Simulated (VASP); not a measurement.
**Al: relaxation of the atoms with PBEsol**

The system is Al, a slab with vacuum.

```
Al
1.0
     2.82684    0.00000    0.00000
     0.00000    2.82684    0.00000
     0.00000    0.00000   25.77007
Al
4
Cartesian
  0.0000 0.0000 9.8733
  1.4134 1.4134 11.8811
  0.0000 0.0000 13.8889
  1.4134 1.4134 15.8968
```

The cell was built by a generator and needn't be a form met in nature.

```yaml
Program: VASP 6.6.1
Task: relaxation of the atoms
Functional: PBEsol
Potentials_or_basis: VASP PAW PBE potentials, release 64 (Al)
Cutoff: 520 eV
k_mesh: 12 × 12 × 1
Occupations: methfessel-paxton, width 0.1 eV
Spin: no spin polarisation
Dipole_correction: yes
Further_INCAR_settings: ALGO = Normal; EDIFF = 1e-07; IBRION = 2; EDIFFG = -0.02; NSW = 90
```

| Quantity | Value |
| --- | --- |
| Energy gained by relaxing | 1.0 meV/atom |
| Ionic steps | 7 |
| Largest force after relaxing | 0.006 eV/Å |
| Band gap on the k mesh | none (metal or under the smearing width) |

Forces on the atoms (eV/Å):
```
Al   0.000  0.000 -0.006
Al   0.000  0.000 -0.001
Al   0.000  0.000  0.001
Al   0.000  0.000  0.006
```

Step by step:
| step | energy change (eV) | largest force (eV/Å) | pressure (GPa) |
| --- | --- | --- | --- |
| 1 | 0.0000 | 0.0728 | -0.59 |
| 2 | -0.0006 | 0.0522 | -0.62 |
| 3 | -0.0010 | 0.0349 | -0.65 |
| 4 | -0.0012 | 0.0330 | -0.67 |
| 5 | -0.0017 | 0.0282 | -0.72 |
| 6 | -0.0027 | 0.0201 | -0.83 |
| 7 | -0.0039 | 0.0063 | -1.02 |

Final structure:
```xyz
4
Lattice="2.8268 0.0000 0.0000 0.0000 2.8268 0.0000 0.0000 0.0000 25.7701" Properties=species:S:1:pos:R:3 pbc="T T T"
Al    0.0000    0.0000    9.8090
Al    1.4134    1.4134   11.8587
Al    0.0000    0.0000   13.9114
Al    1.4134    1.4134   15.9611
```

Levels at points of the mesh, in eV from the Fermi level:
| k point | band 3 | band 4 | band 5 | band 6 | band 7 | band 8 | band 9 | band 10 |
| --- | --- | --- | --- | --- | --- | --- | --- | --- |
| (0.00, 0.00, 0.00) | -7.26 | -4.47 | -2.14 | 1.26 | 3.41 | 4.26 | 4.39 | 5.57 |
| (0.50, 0.00, 0.00) | -4.86 | -4.86 | -2.81 | -2.81 | -0.05 | -0.05 | 2.26 | 2.26 |
| (0.50, 0.50, 0.00) | -1.15 | -1.15 | -0.98 | -0.98 | 0.40 | 0.40 | 0.82 | 0.82 |

It took 96 s on 2 MPI ranks on Intel(R) Xeon(R) 6975P-C (Granite Rapids), on a shared host, peak memory 0.32 GiB a rank.

Caveat: the PAW data sets were made with another functional, which shifts forces and pressure a little.
